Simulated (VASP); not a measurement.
## VASP 6.6.1 run: CaO

INCAR

```
PREC = High
LASPH = .TRUE.
ISIF = 2
NSW = 0
GGA = PE
LREAL = .FALSE.
NBANDS = 15
NELM = 92
ISMEAR = -1
ENCUT = 520
LCHARG = .FALSE.
EDIFF = 1E-7
LWAVE = .FALSE.
IBRION = -1
SIGMA = 0.02
```

KPOINTS

```
KPOINTS created by Atomic Simulation Environment
0
Gamma
10 10 10
0 0 0
```

POSCAR

```
Ca O
 1.0000000000000000
     0.0000000000000000    2.3016481089999998    2.4512514325999999
     2.3016481089999998    0.0000000000000000    2.4512514325999999
     2.3016481089999998    2.3016481089999998    0.0000000000000000
 Ca  O
   1   1
Cartesian
  0.0000000000000000  0.0000000000000000  0.0000000000000000
  2.3016481089999998  2.3016481089999998  2.4512514325999994
```

The recommended PBE PAW datasets give the neutral cell 16 valence electrons.

Command

```
mpirun -np 1 vasp_std
```

How does this run end, and what does it give?

It converged. Results: gap between bands v and c on the k mesh 3.50 eV; least direct gap on the k mesh 3.88 eV; pressure 12.3 GPa. Band v is the last that the valence electrons fill when counted band by band, and c is the next.

OSZICAR

```
N       E                     dE             d eps       ncg     rms          rms(c)
DAV:   1     0.123047813751E+03    0.12305E+03   -0.84369E+03  3067   0.110E+03
DAV:   2    -0.936159308305E+01   -0.13241E+03   -0.12316E+03  3760   0.291E+02
DAV:   3    -0.142964706580E+02   -0.49349E+01   -0.49042E+01  3643   0.584E+01
DAV:   4    -0.144365851344E+02   -0.14011E+00   -0.14002E+00  4325   0.882E+00
DAV:   5    -0.144386603029E+02   -0.20752E-02   -0.20751E-02  3622   0.911E-01    0.864E+00
DAV:   6    -0.127472502859E+02    0.16914E+01   -0.49316E+00  3502   0.223E+01    0.342E+00
DAV:   7    -0.126849735195E+02    0.62277E-01   -0.38929E-01  3537   0.663E+00    0.178E+00
DAV:   8    -0.126814945067E+02    0.34790E-02   -0.74508E-02  4005   0.292E+00    0.416E-01
DAV:   9    -0.126797968466E+02    0.16977E-02   -0.50198E-03  3172   0.638E-01    0.107E-01
DAV:  10    -0.126804160116E+02   -0.61917E-03   -0.76865E-04  3713   0.248E-01    0.374E-02
DAV:  11    -0.126803899806E+02    0.26031E-04   -0.73542E-05  3751   0.946E-02    0.121E-02
DAV:  12    -0.126803884134E+02    0.15671E-05   -0.91453E-06  3599   0.363E-02    0.134E-03
DAV:  13    -0.126803883382E+02    0.75229E-07   -0.58581E-07  3732   0.760E-03
   1 F= -.12680388E+02 E0= -.12680388E+02  d E =-.256900E-11
```

For comparison, a separate PBE run of the intended cell, on usual settings and not on those above, gives a gap of 3.50 eV on its mesh and a pressure of 12.3 GPa.
